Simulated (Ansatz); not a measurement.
A 2-atom cell of CsI started from a crystallographic database, relaxed with r2SCAN, was run in Ansatz 0.2.0 under altered settings. All numbers are computed, without spin polarisation but where a row says otherwise.

```
Cs I
1.0
     4.60808    0.00000    0.00000
     0.00000    4.60808    0.00000
     0.00000    0.00000    4.60808
Cs I
1 1
Direct
  0.00000 0.00000 0.00000
  0.50000 0.50000 0.50000
```

The base run's other keys:
```yaml
kpoints:
  mp_grid: { grid: [4, 4, 4] }
hamiltonian:
  xc: hse06
scf:
  occupations: { method: fixed }
  n_extra_bands: 4
```

It takes 10 iterations with 1935 plane waves at 420 eV and 10 k points, and leaves a mean stress of +0.21 GPa. The gap over this mesh is 4.795 eV.

Outcomes, with energy and stress as changes against the base:

| setting | outcome | ΔF (meV/atom) | Δ mean stress (GPa) | gap on the mesh (eV) | iterations |
| --- | --- | --- | --- | --- | --- |
| scf.exx.max_outer_iter: 1 | refused | – | – | – | – |
| PBE hybrid, exx coeff 0.35, omega 0.5 1/Å | converged | – | 0.0 | 4.479 | 10 |
| scf.exx.max_outer_iter: 2 | converged | 0.0 | 0.0 | 4.795 | 13 |
| PBE hybrid, exx coeff 0.75, unscreened | converged | – | -0.6 | 8.978 | 15 |
| scf.eigensolver.kind: dense | converged | 0.0 | 0.0 | 4.795 | 10 |
| basis.ecutrho_ratio: 1 | converged, warned | +185 | +0.6 | 4.810 | 10 |

A dash marks a value that wasn't obtained or can't be compared. Stress is positive in compression.

- scf.exx.max_outer_iter: 1. The program doesn't start. Error: invalid value for `scf.exx.max_outer_iter`: an exchange loop that starts behind the semilocal warm-up accepts no state before cycle 2, and this deck runs one: type 2 or more, or drop the key
- PBE hybrid, exx coeff 0.35, omega 0.5 1/Å. That is 35 % exact exchange, screened with ω = 0.5 1/Å, against HSE06's 25 % screened at 0.208 1/Å. The mean stress moves by 0.0 GPa and the gap on the mesh by -0.315 eV (to 4.479). Totals of different functionals aren't comparable.
- PBE hybrid, exx coeff 0.75, unscreened. That is 75 % exact exchange, at all ranges, against HSE06's 25 % screened at 0.208 1/Å. The mean stress moves by -0.6 GPa and the gap on the mesh by +4.184 eV (to 8.978). Totals of different functionals aren't comparable.
- basis.ecutrho_ratio: 1. The free energy moves by +185 meV an atom, the mean stress by +0.6 GPa and the gap on the mesh by +0.016 eV (to 4.810). A density grid this coarse aliases the density, so the change is an error. Warned: cutoff below recommended.

Within 1 meV an atom, 0.1 GPa and 0.005 eV of the base stay: scf.exx.max_outer_iter: 2; scf.eigensolver.kind: dense.

No spin-orbit coupling is included; it can move band edges with weight on the heavy atoms by tenths of an eV.

The program warns that its thresholds are loose for a hybrid's stress.

The meshes of the hybrids are coarse, so their gaps aren't converged to the digits shown.
